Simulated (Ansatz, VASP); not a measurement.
# One calculation of Be, two programs

The input INCAR:

```
SYSTEM = Be
PREC = Accurate ; ENCUT = 520
EDIFF = 1E-6 ; ISMEAR = -1
SIGMA = 0.05 ; LREAL = .FALSE.
LASPH = .TRUE. ; NELM = 60
ALGO = Normal ; ISIF = 2
LWAVE = .FALSE. ; LCHARG = .FALSE.
GGA = PE ; NBANDS = 9
```

The input KPOINTS:

```
Automatic mesh
0
G
  20 20 11
  0 0 0
```

POSCAR

```
Be
1.0
    2.2995019849      0.0000000000      0.0000000000
   -1.1497509925      1.9914271350      0.0000000000
    0.0000000000      0.0000000000      3.6009000000
Be
2
Direct
    0.3333333333      0.6666666667      0.2500000000
    0.6666666667      0.3333333333      0.7500000000
```

Input for Ansatz:

```yaml
crystal:
  lattice:
    - [2.2995019849, 0.0, 0.0]
    - [-1.1497509925, 1.991427135, 0.0]
    - [0.0, 0.0, 3.6009]
  atoms:
    - { symbol: Be, position: [0.3333333333, 0.6666666667, 0.25] }
    - { symbol: Be, position: [0.6666666667, 0.3333333333, 0.75] }
kpoints:
  mp_grid: { grid: [20, 20, 11] }
  band_path:
    path:
      - [0.0, 0.0, 0.0]
      - [0.5, 0.0, 0.0]
      - [0.3333333333, 0.3333333333, 0.0]
      - [0.0, 0.0, 0.0]
      - [0.0, 0.0, 0.5]
      - [0.5, 0.0, 0.5]
      - [0.3333333333, 0.3333333333, 0.5]
      - [0.0, 0.0, 0.5]
      - [0.5, 0.0, 0.5]
    npoints: 5
scf:
  occupations: { method: fermi_dirac, width: 0.05 }
hamiltonian:
  xc: pbe
  pseudopotentials:
    kind: all_electron
    lapw: { basis_error: 0.001 }
    relativity: none
output:
  forces: true
  stress: true
  eigenvalues: true
```

Alike in both runs: task single point; functional PBE; k mesh 20 × 20 × 11; occupations fermi-dirac, width 0.05 eV; no spin polarisation.

|  | VASP | Ansatz |
| --- | --- | --- |
| version | VASP 6.6.1 | Ansatz 0.2.0 |
| potentials or method | VASP PAW PBE potentials, release 64 (Be) | all-electron LAPW, non-relativistic |
| plane-wave cutoff (eV) | 520 | see its input |

VASP gave:

```
pressure (GPa)                                  : -4.6
largest component of the traceless stress (GPa) : 0.04
```

Task: Estimate Ansatz's values.

Result: Pressure (GPa): -4.7; largest component of the traceless stress (GPa): 0.06.

Ansatz ran all-electron here, so the differences hold the error of VASP's frozen core and of both bases.
